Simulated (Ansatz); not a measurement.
Crystal: MgSe.

```
CELL_PARAMETERS angstrom
0.00000 2.72550 2.72550
2.72550 0.00000 2.72550
2.72550 2.72550 0.00000
ATOMIC_POSITIONS crystal
Se 0.50000 0.50000 0.50000
Mg 0.00000 0.00000 0.00000
```

Base run:

| Property | Result |
| --- | --- |
| Program | Ansatz 0.2.0 |
| Functional | LDA |
| Potentials or basis | Ansatz PAW |
| Cutoff | 420 eV (not typed: the program's choice for these potentials) |
| k mesh | 8 × 8 × 8 |
| Occupations | fermi-dirac, width 0.05 eV |
| Spin | no spin polarisation |

Its results: band gap on the k mesh 1.66 eV, indirect (least direct gap 2.38 eV); pressure -2.1 GPa.

Question: The run is repeated on the same cell with these changes: functional from LDA to r2SCAN; cutoff from 420 eV (not typed: the program's choice for these potentials) to 500 eV (not typed: the program's choice for these potentials). What comes out?

Answer: Band gap on the k mesh 2.50 eV, indirect (least direct gap 3.52 eV); pressure 0.8 GPa.

r2SCAN gives the wider gap, since meta-GGAs in the generalised Kohn-Sham scheme recover part of the derivative discontinuity.

Caveats: the PAW data sets come from PBE, with cores solved anew for the run's functional, which leaves a small shift of forces and pressure.
